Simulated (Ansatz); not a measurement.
# Na: the cost of one run

Program: Ansatz 0.2.0. Level of theory: DFT r2SCAN, scalar-relativistic, plane waves, PAW. These are calculated values, not measurements.

### Step 1. The starting structure

The structure is monoclinic, space group C2/m (No. 12). The conventional cell has a = 6.393 Å, b = 3.713 Å, c = 9.614 Å, α = 90.00°, β = 103.07°, γ = 90.00°. Na (site symmetry 2/m) is surrounded by 12 Na at 3.70 to 3.79 Å. Na (site symmetry m) is surrounded by 12 Na at 3.70 to 3.79 Å.

Cell or atoms stand a little off a more symmetric structure (R-3m at a tolerance of 0.3 Å), so results at this geometry aren't those of that ideal crystal.

Structure file:

```cif
data_structure
_symmetry_space_group_name_H-M 'P 1'
_symmetry_Int_Tables_number 1
_cell_length_a 3.6967
_cell_length_b 3.6967
_cell_length_c 9.6140
_cell_angle_alpha 101.279
_cell_angle_beta 101.279
_cell_angle_gamma 60.294
_cell_volume 111.16
loop_
_atom_site_label
_atom_site_type_symbol
_atom_site_fract_x
_atom_site_fract_y
_atom_site_fract_z
_atom_site_occupancy
Na1 Na 0.00000 0.00000 0.00000 1
Na2 Na 0.22242 0.22242 0.66668 1
Na3 Na 0.77758 0.77758 0.33332 1
```

The structure comes from the Materials Project (structure only).

### Step 2. Another functional, on a distorted cell: r2SCAN

What differs from the listed cell: strain xx, yy, zz, yz, xz, xy = +2.5, +2.5, +2.5, +0.0, +0.0, +0.0 %.

input.yaml reads:

```yaml
crystal:
  lattice:
    - [3.2772396427, -1.9033557061, 0.0]
    - [3.2772396427, 1.9033557061, 0.0]
    - [-2.229269766, 0.0, 9.6009390574]
  atoms:
    - { symbol: Na, position: [0.0, 0.0, 0.0] }
    - { symbol: Na, position: [0.222415, 0.222415, 0.666676] }
    - { symbol: Na, position: [0.777585, 0.777585, 0.333324] }
basis:
  ecutwfc: 500
kpoints:
  mp_grid: { grid: [14, 14, 6] }
hamiltonian:
  xc: r2scan
scf:
  occupations: { method: gaussian, width: 0.1 }
output:
  forces: true
  stress: true
  eigenvalues: true
```

Launch:

```console
$ ansatz run input.yaml --threads 1 --pin off --max-ram 1331MiB --backend cpu --events-out ev --progress --plain --runs-dir out
```

What time and memory should one allow on 1 thread of an x86-64 CPU, shared host?

About 2.1 min, with a peak of 1.1 GiB.
